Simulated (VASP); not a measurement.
# KCl (Pm-3m) in VASP: notebook

One crystal, KCl, is run at these levels: r2SCAN; tasks: relaxation of cell and atoms, relaxation of the atoms.

Everything below comes from runs of VASP 6.6.1. Logs are shortened: lines on timing, memory, paths and dates and some standing lists are left out, and cuts for length are marked.

## (1) Starting point

The structure is cubic, space group Pm-3m (No. 221). Conventional cell: a = 3.634 Å, b = 3.634 Å, c = 3.634 Å, α = 90.00°, β = 90.00°, γ = 90.00°. K (site symmetry m-3m) is surrounded by 8 Cl at 3.15 Å. Cl (site symmetry m-3m) has 8 K at 3.15 Å as nearest neighbours.

Measurements of this composition are mostly on another form, of space group No. 225.

## (2) Relaxation of cell and atoms, r2SCAN

Contents of INCAR:

```
PREC = Accurate ; ENCUT = 600
EDIFF = 1E-6 ; ISMEAR = 0
SIGMA = 0.03 ; LREAL = F
LASPH = T ; NELM = 80
ALGO = Normal ; ISIF = 3
LWAVE = F ; LCHARG = F
METAGGA = R2SCAN ; LMIXTAU = T
IBRION = 2 ; NSW = 90
EDIFFG = -0.01
```

Contents of KPOINTS:

```
Automatic mesh
0
Gamma
  8 8 8
```

Contents of POSCAR:

```
KCl
1.0
    3.6340000000      0.0000000000      0.0000000000
    0.0000000000      3.6340000000      0.0000000000
    0.0000000000      0.0000000000      3.6340000000
K Cl
1 1
Direct
    0.0000000000      0.0000000000      0.0000000000
    0.5000000000      0.5000000000      0.5000000000
```

Potentials or basis: VASP PAW PBE potentials, release 64 (K_sv, Cl).

Started as:

```console
> cat potpaw_PBE.64/K_sv/POTCAR potpaw_PBE.64/Cl/POTCAR > POTCAR
> mpirun -np 1 vasp_std > vasp.out
```

OUTCAR:

```text
PREC = Accurate
   ENCUT = 600
   EDIFF = 1E-6
   ISMEAR = 0
   LREAL = F
   LASPH = T
   NELM = 80
   ISIF = 3
   METAGGA = R2SCAN
   IBRION = 2
   NSW = 90
   EDIFFG = -0.01

 ion  position               nearest neighbor table
   1  0.000  0.000  0.000-   2 3.15   2 3.15   2 3.15   2 3.15   2 3.15   2 3.15   2 3.15   2 3.15

   2  0.500  0.500  0.500-   1 3.15   1 3.15   1 3.15   1 3.15   1 3.15   1 3.15   1 3.15   1 3.15

  LATTYP: Found a simple cubic cell.
 ALAT       =     3.6340000000

  Lattice vectors:

 A1 = (   3.6340000000,   0.0000000000,   0.0000000000)
 A2 = (   0.0000000000,   3.6340000000,   0.0000000000)
 A3 = (   0.0000000000,   0.0000000000,   3.6340000000)

Analysis of symmetry for initial positions (statically):
=====================================================================
 Subroutine PRICEL returns:
 Original cell was already a primitive cell.

 Routine SETGRP: Setting up the symmetry group for a
 simple cubic supercell.

 Subroutine GETGRP returns: Found 48 space group operations
 (whereof 48 operations were pure point group operations)
 out of a pool of 48 trial point group operations.

The static configuration has the point symmetry O_h .

Analysis of symmetry for dynamics (positions and initial velocities):
=====================================================================
 Subroutine PRICEL returns:
 Original cell was already a primitive cell.

 Routine SETGRP: Setting up the symmetry group for a
 simple cubic supercell.

 Subroutine GETGRP returns: Found 48 space group operations
 (whereof 48 operations were pure point group operations)
 out of a pool of 48 trial point group operations.

The dynamic configuration has the point symmetry O_h .

 Subroutine INISYM returns: Found 48 space group operations
 (whereof 48 operations are pure point group operations),
 and found     1 'primitive' translations

----------------------------------------------------------------------------------------

                                     Primitive cell

  volume of cell :      47.9904

  direct lattice vectors                    reciprocal lattice vectors
     3.634000000  0.000000000  0.000000000     0.275178866  0.000000000  0.000000000
     0.000000000  3.634000000  0.000000000     0.000000000  0.275178866  0.000000000
     0.000000000  0.000000000  3.634000000     0.000000000  0.000000000  0.275178866

  length of vectors
     3.634000000  3.634000000  3.634000000     0.275178866  0.275178866  0.275178866

  position of ions in fractional coordinates (direct lattice)
     0.000000000  0.000000000  0.000000000
     0.500000000  0.500000000  0.500000000

  ion indices of the primitive-cell ions
   primitive index   ion index
                 1           1
                 2           2

----------------------------------------------------------------------------------------

 KPOINTS: Automatic mesh

Automatic generation of k-mesh.
 Grid dimensions read from file:
 generate k-points for:    8    8    8

 Generating k-lattice:

  Cartesian coordinates                     Fractional coordinates (reciprocal lattice)
     0.034397358  0.000000000  0.000000000     0.125000000  0.000000000  0.000000000
     0.000000000  0.034397358  0.000000000     0.000000000  0.125000000  0.000000000
     0.000000000  0.000000000  0.034397358     0.000000000  0.000000000  0.125000000

  Length of vectors
     0.034397358  0.034397358  0.034397358

  Shift w.r.t. Gamma in fractional coordinates (k-lattice)
     0.000000000  0.000000000  0.000000000

 Subroutine IBZKPT returns following result:
 ===========================================

 Found     35 irreducible k-points:

 Following reciprocal coordinates:
            Coordinates               Weight
  0.000000  0.000000  0.000000      1.000000
  0.125000  0.000000  0.000000      6.000000
  0.250000  0.000000  0.000000      6.000000
  0.375000  0.000000  0.000000      6.000000
  0.500000  0.000000  0.000000      3.000000
  0.125000  0.125000  0.000000     12.000000
[... 16 lines left out ...]
  0.375000  0.375000  0.125000     24.000000
  0.500000  0.375000  0.125000     24.000000
 [... further k-points ...]
   k-points           NKPTS =     35   k-points in BZ     NKDIM =     35   number of bands    NBANDS=     12
   number of dos      NEDOS =    301   number of ions     NIONS =      2
   total plane-waves  NPLWV =  27000
   dimension x,y,z NGX =    30 NGY =   30 NGZ =   30
   dimension x,y,z NGXF=    60 NGYF=   60 NGZF=   60
   ions per type =               1   1
   NGX,Y,Z   is equivalent  to a cutoff of  13.72, 13.72, 13.72 a.u.
   NGXF,Y,Z  is equivalent  to a cutoff of  27.45, 27.45, 27.45 a.u.
 SYSTEM =  unknown system
   PREC   = accura    normal or accurate (medium, high low for compatibility)
   ISTART =      0    job   : 0-new  1-cont  2-samecut
   ICHARG =      2    charge: 1-file 2-atom 10-const
   ISPIN  =      1    spin polarized calculation?
   LNONCOLLINEAR =      F non collinear calculations
   LSORBIT =      F    spin-orbit coupling
   LASPH  =      T    aspherical Exc in radial PAW
   ENCUT  =  600.0 eV  44.10 Ry    6.64 a.u.   7.26  7.26  7.26*2*pi/ulx,y,z
   NELM   =     80;   NELMIN=  2; NELMDL= -5     # of ELM steps
   EDIFF  = 0.1E-05   stopping-criterion for ELM
   LREAL  =      F    real-space projection
   EDIFFG = -.1E-01   stopping-criterion for IOM
   NSW    =     90    number of steps for IOM
   IBRION =      2    ionic relax: 0-MD 1-quasi-New 2-CG
   NFREE  =      1    steps in history (QN), initial steepest desc. (CG)
   ISIF   =      3    stress and relaxation
   ISYM   =      2    0-nonsym 1-usesym 2-fastsym
   POTIM  = 0.5000    time-step for ionic-motion
   TEBEG  =    0.0;   TEEND  =   0.0 temperature during run
   PSTRESS=    0.0 pullay stress
   NELECT =      16.0000    total number of electrons
   NUPDOWN=      -1.0000    fix difference up-down
   EMIN   =  10.00;   EMAX   =-10.00  energy-range for DOS
   EFERMI =   0.00;   METHOD = LEGACY
   ISMEAR =     0;   SIGMA  =   0.03  broadening in eV -4-tet -1-fermi 0-gaus
   EFERMI_NEDOS =   21; number of points for ismear=-14 and -15
   IALGO  =     38    algorithm
   IMIX   =      4    mixing-type and parameters
     AMIX     =   0.40;   BMIX     =  1.00
     AMIX_MAG =   1.60;   BMIX_MAG =  1.00
  volume/ion in A,a.u.               =      24.00       161.93
  Fermi-wavevector in a.u.,A,eV,Ry     =   1.135176  2.145172 17.532804  1.288625
  Thomas-Fermi vector in A             =   2.271881
   LORBIT       =      0    0 simple, 1 ext, 2 COOP (PROOUT), +10 PAW based schemes
   METAGGA = R2SCAN    functional components
   LHFCALC =     F    Hartree Fock is set to
   AEXX    =    0.0000 exact exchange contribution
   IVDW    =     0    specifies the selected vdW correction
   LEPSILON=     F    determine dielectric tensor
   LRPA    =     F    only Hartree local field effects (RPA)
 conjugate gradient relaxation of ions
 non-spin polarized calculation
 Gauss-broadening in eV      SIGMA  =   0.03
  energy-cutoff  :      600.00
  volume of cell :       47.99
 maximum number of plane-waves:      1628
 NGX is ok and might be reduce to    30
   NGX = 15   NGY = 15   NGZ = 15

--------------------------------------- Ionic step        1  -------------------------------------------

 number of electron      16.0000002 magnetization

 Free energy of the ion-electron system (eV)
  ---------------------------------------------------
  ext. energy  EPLUGINS =         0.00000000
  ---------------------------------------------------
  free energy    TOTEN  =       -16.35483705 eV

  energy without entropy =      -16.35483705  energy(sigma->0) =      -16.35483705

------------------------ aborting loop because EDIFF is reached ----------------------------------------

  FORCE on cell =-STRESS in cart. coord.  units (eV):
  Direction    XX          YY          ZZ          XY          YZ          ZX
  --------------------------------------------------------------------------------------
  -------------------------------------------------------------------------------------
  Total        1.0115793      1.0115793      1.0115793     -0.0000000     -0.0000000      0.0000000
  in kB       33.7719182     33.7719182     33.7719182     -0.0000000     -0.0000000      0.0000000
  external PRESSURE =      33.7719182 kB  Pullay stress =       0.0000000 kB
[... 93 lines left out ...]
  energy  without entropy=      -16.4075691882  energy(sigma->0) =      -16.40756919

--------------------------------------- Ionic step        4  -------------------------------------------

 number of electron      15.9999999 magnetization

 Free energy of the ion-electron system (eV)
  ---------------------------------------------------
  ext. energy  EPLUGINS =         0.00000000
  ---------------------------------------------------
  free energy    TOTEN  =       -16.40777425 eV

  energy without entropy =      -16.40777425  energy(sigma->0) =      -16.40777425

 E-fermi :  -0.7321     XC(G=0):  -8.7330

 val. band max:       -0.9604574055   @ k =   0.5000   0.5000   0.0000
 cond. band min:       4.8462106556   @ k =   0.0000   0.0000   0.0000
 fundamental gap:      5.8066680612
 Fermi energy:        -0.7321353129

 k-point     1 :       0.0000    0.0000    0.0000
  band No.  band energies     occupation
      1     -30.0462      2.00000
      2     -14.1937      2.00000
      3     -12.6552      2.00000
      4     -12.6552      2.00000
      5     -12.6552      2.00000
      6      -1.1764      2.00000
      7      -1.1764      2.00000
      8      -1.1764      2.00000
      9       4.8462      0.00000
     10       6.1323      0.00000
     11       6.1323      0.00000
     12      10.6419      0.00000
[... 331 lines left out ...]
 k-point    24 :       0.5000    0.3750    0.1250
  band No.  band energies     occupation
      1     -30.0017      2.00000
      2     -13.9454      2.00000
      3     -12.8620      2.00000
      4     -12.8333      2.00000
      5     -12.6348      2.00000
      6      -2.3552      2.00000
      7      -2.1407      2.00000
      8      -1.2370      2.00000
      9       6.4349      0.00000
     10       7.6633      0.00000
     11       8.7780      0.00000
     12       8.9336      0.00000

 [... further k-points ...]

------------------------ aborting loop because EDIFF is reached ----------------------------------------

  FORCE on cell =-STRESS in cart. coord.  units (eV):
  Direction    XX          YY          ZZ          XY          YZ          ZX
  --------------------------------------------------------------------------------------
  -------------------------------------------------------------------------------------
  Total       -0.0027315     -0.0027315     -0.0027315     -0.0000000      0.0000000     -0.0000000
  in kB       -0.0815856     -0.0815856     -0.0815856     -0.0000000      0.0000000     -0.0000000
  external PRESSURE =      -0.0815856 kB  Pullay stress =       0.0000000 kB
[... 17 lines left out ...]
  FREE ENERGIE OF THE ION-ELECTRON SYSTEM (eV)
  ---------------------------------------------------
  free  energy   TOTEN  =       -16.4077742475 eV

  energy  without entropy=      -16.4077742475  energy(sigma->0) =      -16.40777425

 reached required accuracy - stopping structural energy minimisation
```

Run time: 3.8 min. Hardware: 1 thread of Intel Xeon Platinum 8488C (Sapphire Rapids), shared host; peak memory 0.19 GiB.

What came out:

```yaml
Free_energy: -16.4078 eV
Relaxed_volume: 26.82 Å³/atom
Relaxed_cell: a = 3.771 Å, b = 3.771 Å, c = 3.771 Å, α = 90.00°, β = 90.00°, γ = 90.00°
Space_group_after_relaxing_to_0.05_Å: Pm-3m (No. 221)
Energy_gained_by_relaxing: 26.5 meV/atom
Ionic_steps: 4
Pressure_after_relaxing: 0.0 GPa
Band_gap_on_the_k_mesh: 5.81 eV, indirect (least direct gap 6.02 eV)
```

Step by step:
| step | energy change (eV) | largest force (eV/Å) | pressure (GPa) | volume (Å³) |
| --- | --- | --- | --- | --- |
| 1 | 0.0000 | 0.0000 | 3.38 | 47.99 |
| 2 | -0.0470 | 0.0000 | 0.98 | 51.59 |
| 3 | -0.0527 | 0.0000 | -0.16 | 53.99 |
| 4 | -0.0529 | 0.0000 | -0.01 | 53.64 |

Final structure:
```xyz
2
Lattice="3.7714 0.0000 0.0000 0.0000 3.7714 0.0000 0.0000 0.0000 3.7714" Properties=species:S:1:pos:R:3 pbc="T T T"
K     0.0000    0.0000    0.0000
Cl    1.8857    1.8857    1.8857
```

Caveat: the PAW data sets were made with another functional, which shifts forces and pressure a little; the volume moved by +12 % from the deposited cell, more than functionals usually miss. r2SCAN opens gaps a little over a GGA but as a rule still falls short of measured ones.

## (3) Relaxation of cell and atoms, r2SCAN

This run uses another cell than the first one, of 26.82 Å³/atom, 1.118 times its volume.

Contents of INCAR:

```
PREC = Accurate ; ENCUT = 600
EDIFF = 1E-7 ; ISMEAR = 0
SIGMA = 0.03 ; LREAL = F
LASPH = T ; NELM = 80
ALGO = Normal ; ISIF = 3
LWAVE = F ; LCHARG = F
METAGGA = R2SCAN ; LMIXTAU = T
IBRION = 2 ; NSW = 90
EDIFFG = -0.005
```

KPOINTS is that of step 2.

Contents of POSCAR:

```
KCl                                     
1.0
    3.7713691622      0.0000000000      0.0000000000
   -0.0000000000      3.7713691622      0.0000000000
   -0.0000000000     -0.0000000000      3.7713691622
  K               Cl            
     1     1
Direct
     0.0000000000000000    0.0000000000000000    0.0000000000000000
     0.5000000000000000    0.5000000000000000    0.5000000000000000
```

Potentials or basis: VASP PAW PBE potentials, release 64 (K_sv, Cl).

Started as:

```console
> cat potpaw_PBE.64/K_sv/POTCAR potpaw_PBE.64/Cl/POTCAR > POTCAR
> mpirun -np 1 vasp_std > vasp.out
```

OUTCAR:

```text
PREC = Accurate
   ENCUT = 600
   EDIFF = 1E-7
   ISMEAR = 0
   LREAL = F
   LASPH = T
   NELM = 80
   ISIF = 3
   METAGGA = R2SCAN
   IBRION = 2
   NSW = 90
   EDIFFG = -0.005

 ion  position               nearest neighbor table
   1  0.000  0.000  0.000-
   2  0.500  0.500  0.500-

  LATTYP: Found a simple cubic cell.
 ALAT       =     3.7713691622

  Lattice vectors:

[... 546 lines left out ...]

 [... further k-points ...]

------------------------ aborting loop because EDIFF is reached ----------------------------------------

  FORCE on cell =-STRESS in cart. coord.  units (eV):
  Direction    XX          YY          ZZ          XY          YZ          ZX
  --------------------------------------------------------------------------------------
  -------------------------------------------------------------------------------------
  Total        0.0048082      0.0048082      0.0048082      0.0000000      0.0000000     -0.0000000
  in kB        0.1436143      0.1436143      0.1436143      0.0000000      0.0000000     -0.0000000
  external PRESSURE =       0.1436143 kB  Pullay stress =       0.0000000 kB

 VOLUME and BASIS-vectors are now :
 -----------------------------------------------------------------------------
  energy-cutoff  :      600.00
  volume of cell :       53.64
      direct lattice vectors                 reciprocal lattice vectors
     3.771369162  0.000000000  0.000000000     0.265155692  0.000000000  0.000000000
     0.000000000  3.771369162  0.000000000     0.000000000  0.265155692  0.000000000
     0.000000000  0.000000000  3.771369162     0.000000000  0.000000000  0.265155692

 POSITION                                       TOTAL-FORCE (eV/Angst)
 -----------------------------------------------------------------------------------
      0.00000      0.00000      0.00000         0.000000      0.000000      0.000000
      1.88568      1.88568      1.88568         0.000000      0.000000      0.000000
 -----------------------------------------------------------------------------------
    total drift:                                0.000000      0.000000     -0.000000

  FREE ENERGIE OF THE ION-ELECTRON SYSTEM (eV)
  ---------------------------------------------------
  free  energy   TOTEN  =       -16.4088997404 eV

  energy  without entropy=      -16.4088997404  energy(sigma->0) =      -16.40889974

 reached required accuracy - stopping structural energy minimisation
```

CONTCAR:

```text
KCl
   1.00000000000000
     3.7713691622000001    0.0000000000000000    0.0000000000000000
     0.0000000000000000    3.7713691622000001    0.0000000000000000
     0.0000000000000000    0.0000000000000000    3.7713691622000001
  K               Cl
     1     1
Direct
     0.0000000000000000    0.0000000000000000    0.0000000000000000
     0.5000000000000000    0.5000000000000000    0.5000000000000000

  0.00000000E+00  0.00000000E+00  0.00000000E+00
  0.00000000E+00  0.00000000E+00  0.00000000E+00
```

Wall time 92 s (1 thread of Intel Xeon Platinum 8488C (Sapphire Rapids), shared host); peak memory 0.19 GiB.

What came out:

```yaml
Free_energy: -16.4089 eV
Pressure_after_relaxing: 0.0 GPa
Band_gap_on_the_k_mesh: 5.81 eV, indirect (least direct gap 6.02 eV)
```

Final structure:
```yaml
crystal:
  lattice:
    - [3.77137, 0.00000, 0.00000]
    - [0.00000, 3.77137, 0.00000]
    - [0.00000, 0.00000, 3.77137]
  atoms:
    - { symbol: K, position: [0.00000, 0.00000, 0.00000] }
    - { symbol: Cl, position: [0.50000, 0.50000, 0.50000] }
```

Caveat: the relaxation stopped at its first step, so nothing moved; the PAW data sets were made with another functional, which shifts forces and pressure a little.

## (4) Relaxation of the atoms, r2SCAN (a relaxed cell with its volume scaled by 0.94)

Contents of INCAR:

```
PREC = Accurate ; ENCUT = 600
EDIFF = 1E-7 ; ISMEAR = 0
SIGMA = 0.03 ; LREAL = F
LASPH = T ; NELM = 80
ALGO = Normal ; ISIF = 2
LWAVE = F ; LCHARG = F
METAGGA = R2SCAN ; LMIXTAU = T
IBRION = 2 ; NSW = 40
EDIFFG = -0.01
```

KPOINTS is that of step 3.

Contents of POSCAR:

```
KCl                                     
1.0
    3.6943808421      0.0000000000      0.0000000000
    0.0000000000      3.6943808421      0.0000000000
    0.0000000000      0.0000000000      3.6943808421
  K               Cl            
     1     1
Direct
     0.0000000000000000    0.0000000000000000    0.0000000000000000
     0.5000000000000000    0.5000000000000000    0.5000000000000000
```

Started as:

```console
> cat potpaw_PBE.64/K_sv/POTCAR potpaw_PBE.64/Cl/POTCAR > POTCAR
> mpirun -np 1 vasp_std > vasp.out
```

Wall time 88 s (1 thread of Intel Xeon Platinum 8488C (Sapphire Rapids), shared host); peak memory 0.18 GiB.

Results (log left out):

```
Free energy             : -16.3927 eV
Pressure after relaxing : 1.7 GPa
Band gap on the k mesh  : 6.13 eV, indirect (least direct gap 6.35 eV)
```

Final structure:
```cif
data_structure
_symmetry_space_group_name_H-M 'P 1'
_symmetry_Int_Tables_number 1
_cell_length_a 3.6944
_cell_length_b 3.6944
_cell_length_c 3.6944
_cell_angle_alpha 90.000
_cell_angle_beta 90.000
_cell_angle_gamma 90.000
_cell_volume 50.42
loop_
_atom_site_label
_atom_site_type_symbol
_atom_site_fract_x
_atom_site_fract_y
_atom_site_fract_z
_atom_site_occupancy
K1 K 0.00000 0.00000 0.00000 1
Cl1 Cl 0.50000 0.50000 0.50000 1
```

Levels at points of the mesh, in eV from the valence-band top:
```tsv
k point	band 6	band 7	band 8	band 9	band 10	band 11
(0.00, 0.00, 0.00)	-0.23	-0.23	-0.23	6.13	7.01	7.01
(0.50, 0.00, 0.00)	-2.08	-0.27	-0.27	8.58	9.08	9.68
(0.50, 0.50, 0.00)	-1.40	-1.40	0.00	6.89	8.16	9.76
(0.50, 0.50, 0.50)	-1.62	-1.62	-1.62	9.89	9.89	9.89
```

Caveat: the relaxation stopped at its first step, so nothing moved; the PAW data sets were made with another functional, which shifts forces and pressure a little.
